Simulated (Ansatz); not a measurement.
The cell is COD entry 1010048, as deposited and not checked against the literature; nothing was relaxed. It is an old determination, and later ones may differ.

RbBr: DFT, PBE, all-electron LAPW, Dirac equation with spin-orbit coupling (Ansatz 0.2.0). What sets it apart from a plain run of this crystal: spin-orbit coupling on.

Command: `ansatz run input.yaml --threads 1 --pin off --max-ram 2048MiB --backend cpu --events-out ev --progress --plain --runs-dir out` The run took 59 s on 1 thread of Arm Neoverse V1 (shared host), peak memory 0.35 GiB.

```yaml
crystal:
  lattice:
    - [0.0, 3.4275, 3.4275]
    - [3.4275, 0.0, 3.4275]
    - [3.4275, 3.4275, 0.0]
  atoms:
    - { symbol: Rb, position: [0.0, 0.0, 0.0] }
    - { symbol: Br, position: [0.5, 0.5, 0.5] }
kpoints:
  mp_grid: { grid: [7, 7, 7] }
  band_path:
    path:
      - [0.0, 0.0, 0.0]
      - [0.5, 0.0, 0.5]
      - [0.625, 0.25, 0.625]
      - [0.375, 0.375, 0.75]
      - [0.0, 0.0, 0.0]
      - [0.5, 0.5, 0.5]
      - [0.5, 0.25, 0.75]
      - [0.5, 0.0, 0.5]
    npoints: 5
scf:
  occupations: { method: fermi_dirac, width: 0.03 }
hamiltonian:
  xc: pbe
  pseudopotentials: { kind: all_electron, lapw: { basis_error: 0.001 } }
output:
  forces: true
  stress: true
  eigenvalues: true
magnetization:
  noncollinear: true
  spin_orbit: true
```

Output (standing set-up lines are left out):

```
LAPW: plane waves up to 5.586 Å⁻¹, error target 1.0e-3 eV per atom; Dirac's equation on spinors; Br in spheres of 1.696 Å, 23 of its electrons in bands; Rb in spheres of 1.731 Å, 25 of its electrons in bands
Pseudopotential: Rb, LAPW, valence charge 25, Dirac's equation, gaussian nucleus
Pseudopotential: Br, LAPW, valence charge 23, Dirac's equation, gaussian nucleus
non-collinear run that drives no moment, with spin-orbit: no starting moment large enough to seed its density (crystal.atoms[].spin), no starting occupations that ask for one, no magnetisation constraint and no magnetic field, so the semilocal B_xc is pinned to zero
Basis set: ecut = 118.8799392582926 eV, 259 PW (Γ), exchange–correlation at level 2
Bands: 58, of which v1, the nominal top of the filled ones, is band 48 counted from 1 (47 counted from 0)
Symmetry: 48 space group operations + 48 with time reversal
Magnetic group: BNS 225.117 (UNI 1619), of the structure as read, at distance tolerance 4.3e-5 Å
iter 1 solved again at ethr=8.86e-4 eV; its pass at ethr=1.00e-1 eV (dr2=4.25e-1 eV) is discarded
SCF iter   1: F=—  HF=-152063.382971 eV  |F-HF|=—  |Δ(HF+E_count)|=         —  Δρ=1.38e-2  dr2=4.25e-1  dr2_m=0.00e0 (ungated)  ethr=8.86e-4  |M|=0.00e0 ∫|m|=0.00e0 μB  β_m=0.30  ⟨swp⟩=2.0  Hψ=6802  notcnv=0
preconditioner: auto → none  [insulator: Δε(μ)=4.767 eV  Ē_g=13.842 eV  σ=0.030 eV  W_gap=1.00  n_scr=14 (ndim 8)  ℏωp=15.5 eV  f_vac=0.288  D(μ)=0.00/eV (n_scr^D=0)  ε∞_Penn≈2.3]
SCF iter   2: F=—  HF=-152063.175275 eV  |F-HF|=—  |Δ(HF+E_count)|=   2.08e-1  Δρ=7.39e-3  dr2=1.23e-1  dr2_m=0.00e0 (ungated)  ethr=8.86e-4  |M|=0.00e0 ∫|m|=0.00e0 μB  β_m=0.42  ⟨swp⟩=2.0  Hψ=3604  notcnv=0
iter 3 solved again at ethr=1.87e-5 eV; its pass at ethr=2.55e-4 eV (dr2=8.97e-3 eV) is discarded
SCF iter   3: F=—  HF=-152063.160567 eV  |F-HF|=—  |Δ(HF+E_count)|=   1.47e-2  Δρ=2.06e-3  dr2=8.97e-3  dr2_m=0.00e0 (ungated)  ethr=1.87e-5  |M|=0.00e0 ∫|m|=0.00e0 μB  β_m=0.56  ⟨swp⟩=2.0  Hψ=6158  notcnv=0
SCF iter   4: F=—  HF=-152063.168465 eV  |F-HF|=—  |Δ(HF+E_count)|=   7.90e-3  Δρ=4.05e-4  dr2=3.22e-4  dr2_m=0.00e0 (ungated)  ethr=1.87e-5  |M|=0.00e0 ∫|m|=0.00e0 μB  β_m=0.59  ⟨swp⟩=3.0  Hψ=3862  notcnv=0
SCF iter   5: F=—  HF=-152063.169039 eV  |F-HF|=—  |Δ(HF+E_count)|=   5.74e-4  Δρ=5.37e-5  dr2=4.65e-6  dr2_m=0.00e0 (ungated)  ethr=6.71e-7  |M|=0.00e0 ∫|m|=0.00e0 μB  β_m=0.76  ⟨swp⟩=3.0  Hψ=3794  notcnv=0
SCF iter   6: F=—  HF=-152063.169061 eV  |F-HF|=—  |Δ(HF+E_count)|=   2.17e-5  Δρ=5.22e-6  dr2=3.81e-8  dr2_m=0.00e0 (ungated)  ethr=9.68e-9  |M|=0.00e0 ∫|m|=0.00e0 μB  β_m=0.65  ⟨swp⟩=3.0  Hψ=3790  notcnv=0
SCF iter   7: F=-152063.169061 eV  HF=-152063.169061 eV  |F-HF|=1.16e-8  |Δ(HF+E_count)|=   1.91e-7  Δρ=1.95e-6  dr2=6.04e-9  dr2_m=0.00e0 (ungated)  ethr=7.93e-11  |M|=0.00e0 ∫|m|=0.00e0 μB  ⟨swp⟩=3.0  Hψ=3684  notcnv=0
SCF 1 converged in 7 iterations: F = -152063.169061 eV  dr2 = 6.04e-9
NSCF: frozen V_eff on 36 k-points
SCF converged after 7 iterations
Magnetization: |M| = 0.0000 μB,  M = (+0.0000, +0.0000, +0.0000) μB
Absolute magnetization: 0.0000 μB (∫|m|)
  site 0: m = (+0.0000, +0.0000, +0.0000) μB, |m| = 0.0000 μB  (R = 1.73 Å)
  site 1: m = (+0.0000, +0.0000, +0.0000) μB, |m| = 0.0000 μB  (R = 1.70 Å)
Free energy (F): -152063.169061 eV
Harris-Foulkes:  -152063.169061 eV  (|F-HF|=1.16e-8)
Internal energy: -152063.169061 eV  (E = F + TS)
E sigma→0 (E₀):  -152063.169061 eV
Fermi energy:    4.962650 eV
--- Per-component energies (eV) ---
  E_band       = -3835.289954
  E_kinetic    = 156175.019990
  E_xc         = -5258.287877
  E_electrostatic = -302979.901173  (all electrons and nuclei)
  E_smearing   = -0.000000  (= −TS)
  E_closure    = 0.000000  (closes the sum)
  Σ components = -152063.169061   (vs F -152063.169061, Δ=0.00e0)
  Basis errors (estimates in eV, not in F): energy 4.1e-4 per atom: plane waves 3.7e-4 (2.0e-4 summed), levels above the bands 9.9e-88, relativity 5.4e-8, radial functions 4.0e-5, core shells 1.3e-6; eigenvalues (radial functions only) 7.0e-6; not estimated: angular momenta, meshes, grids; target (lapw.basis_error) 1.0e-3; muffin-tin radii Br 1.696 Å, Rb 1.731 Å
--- Forces (eV/Å), atoms counted from 1 ---
  atom   1  Rb     0.00000000    -0.00000000     0.00000000
  atom   2  Br     0.00000000    -0.00000000     0.00000000
  max |Σ_I F_I| component: 2.55e-29 eV/Å
--- Stress (GPa, compression-positive) ---
        0.991587       0.000000       0.000000
        0.000000       0.991587      -0.000000
        0.000000      -0.000000       0.991587
  P = ⅓ Tr σ = 0.9916 GPa (9.916 kbar)
--- Band table (eV; the first three rows and the last of 20) ---
  k-point 0: bands = ["-220.7461", "-220.7461", "-211.6161", "-211.6161", "-211.6161", "-211.6161", "-166.7149", "-166.7149", "-159.8818", "-159.8818", "-159.8818", "-159.8818", "-94.6147", "-94.6147", "-94.6147", "-94.6147", "-93.0652", "-93.0652", "-93.0648", "-93.0648", "-93.0648", "-93.0648", "-56.0126", "-56.0126", "-56.0126", "-56.0126", "-54.9283", "-54.9283", "-54.9283", "-54.9283", "-54.9277", "-54.9277", "-21.7310", "-21.7310", "-9.5000", "-9.5000", "-6.4071", "-6.4071", "-5.5300", "-5.5300", "-5.5300", "-5.5300", "2.3413", "2.3413", "2.8387", "2.8387", "2.8387", "2.8387", "7.0413", "7.0413", "9.9566", "9.9566", "9.9566", "9.9566", "9.9712", "9.9712", "10.8509", "10.8509"]
  k-point 1: bands = ["-220.7461", "-220.7461", "-211.6161", "-211.6161", "-211.6161", "-211.6161", "-166.7149", "-166.7149", "-159.8818", "-159.8818", "-159.8818", "-159.8818", "-94.6147", "-94.6147", "-94.6147", "-94.6147", "-93.0652", "-93.0652", "-93.0648", "-93.0648", "-93.0648", "-93.0648", "-56.0126", "-56.0126", "-56.0126", "-56.0126", "-54.9283", "-54.9283", "-54.9283", "-54.9283", "-54.9277", "-54.9277", "-21.7292", "-21.7292", "-9.5084", "-9.5084", "-6.4038", "-6.4038", "-5.5315", "-5.5315", "-5.5255", "-5.5255", "2.2171", "2.2171", "2.6612", "2.6612", "2.7634", "2.7634", "7.5253", "7.5253", "9.8465", "9.8465", "10.1998", "10.1998", "10.2069", "10.2069", "11.1460", "11.1460"]
  k-point 2: bands = ["-220.7461", "-220.7461", "-211.6161", "-211.6161", "-211.6161", "-211.6161", "-166.7149", "-166.7149", "-159.8818", "-159.8818", "-159.8818", "-159.8818", "-94.6147", "-94.6147", "-94.6147", "-94.6147", "-93.0652", "-93.0652", "-93.0648", "-93.0648", "-93.0648", "-93.0648", "-56.0126", "-56.0126", "-56.0126", "-56.0126", "-54.9283", "-54.9283", "-54.9283", "-54.9283", "-54.9277", "-54.9277", "-21.7252", "-21.7252", "-9.5270", "-9.5270", "-6.3965", "-6.3965", "-5.5348", "-5.5348", "-5.5152", "-5.5152", "1.9052", "1.9052", "2.3996", "2.3996", "2.6039", "2.6039", "8.5873", "8.5873", "9.8723", "9.8723", "10.8909", "10.8909", "10.8909", "10.8909", "11.9306", "11.9306"]
  k-point 19: bands = ["-220.7461", "-220.7461", "-211.6161", "-211.6161", "-211.6161", "-211.6161", "-166.7149", "-166.7149", "-159.8818", "-159.8818", "-159.8818", "-159.8818", "-94.6147", "-94.6147", "-94.6147", "-94.6147", "-93.0652", "-93.0652", "-93.0648", "-93.0648", "-93.0648", "-93.0648", "-56.0126", "-56.0126", "-56.0126", "-56.0126", "-54.9283", "-54.9283", "-54.9283", "-54.9283", "-54.9277", "-54.9277", "-21.7190", "-21.7190", "-9.4799", "-9.4799", "-6.4687", "-6.4687", "-5.6562", "-5.6562", "-5.5595", "-5.5595", "1.9687", "1.9687", "2.3607", "2.3607", "2.4700", "2.4700", "9.4635", "9.4635", "10.1539", "10.1539", "11.0115", "11.0115", "11.3588", "11.3588", "13.0695", "13.0695"]
```
